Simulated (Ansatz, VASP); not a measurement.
**NaF in VASP and in Ansatz**

INCAR

```
  PREC = Accurate
  ENCUT = 520
  EDIFF = 1E-7
  ISMEAR = 0
  SIGMA = 0.01
  LREAL = F
  LASPH = T
  NELM = 80
  ALGO = Normal
  ISIF = 2
  LWAVE = F
  LCHARG = T
  GGA = PE
  LELF = T
  LVHAR = T
  NBANDS = 22
```

KPOINTS

```
Automatic mesh
0
Gamma
  6 6 4
```

POSCAR

```
NaF
1.0
    4.0177853620      0.0000000000      0.0000000000
   -2.0088926810      3.4795041904      0.0000000000
    0.0000000000      0.0000000000      4.7476615626
Na F
2 2
Direct
    0.3333333333      0.6666666667      0.2500000000
    0.6666666667      0.3333333333      0.7500000000
    0.6666666667      0.3333333333      0.2500000000
    0.3333333333      0.6666666667      0.7500000000
```

Input for Ansatz:

```yaml
crystal:
  lattice:
    - [4.017785362, 0.0, 0.0]
    - [-2.008892681, 3.4795041904, 0.0]
    - [0.0, 0.0, 4.7476615626]
  atoms:
    - { symbol: Na, position: [0.3333333333, 0.6666666667, 0.25] }
    - { symbol: Na, position: [0.6666666667, 0.3333333333, 0.75] }
    - { symbol: F, position: [0.6666666667, 0.3333333333, 0.25] }
    - { symbol: F, position: [0.3333333333, 0.6666666667, 0.75] }
kpoints:
  mp_grid: { grid: [6, 6, 4] }
hamiltonian:
  xc: pbe
scf:
  occupations: { method: fixed }
  n_extra_bands: 5
output:
  forces: true
  stress: true
  eigenvalues: true
```

Alike in both runs: task single point; functional PBE; k mesh 6 × 6 × 4; no spin polarisation.

|  | VASP | Ansatz |
| --- | --- | --- |
| version | VASP 6.6.1 | Ansatz 0.2.0 |
| potentials or method | VASP PAW PBE potentials, release 64 (Na_pv, F) | plane waves, PAW |
| plane-wave cutoff (eV) | 520 | 420 |
| occupations | gaussian, width 0.01 eV | fixed |
| valence electrons in the cell | 28 | 32 |

```csv
,VASP,Ansatz,Ansatz less VASP
gap on the k mesh at the Fermi level (eV),5.30,5.32,+0.014
pressure (GPa),-1.9,-1.8,+0.12
largest component of the traceless stress (GPa),0.21,0.20,-0.011
```

The two sets of potentials don't hold the same shells in valence.

A hybrid or GW would open this gap; PBE tends to underestimate it.
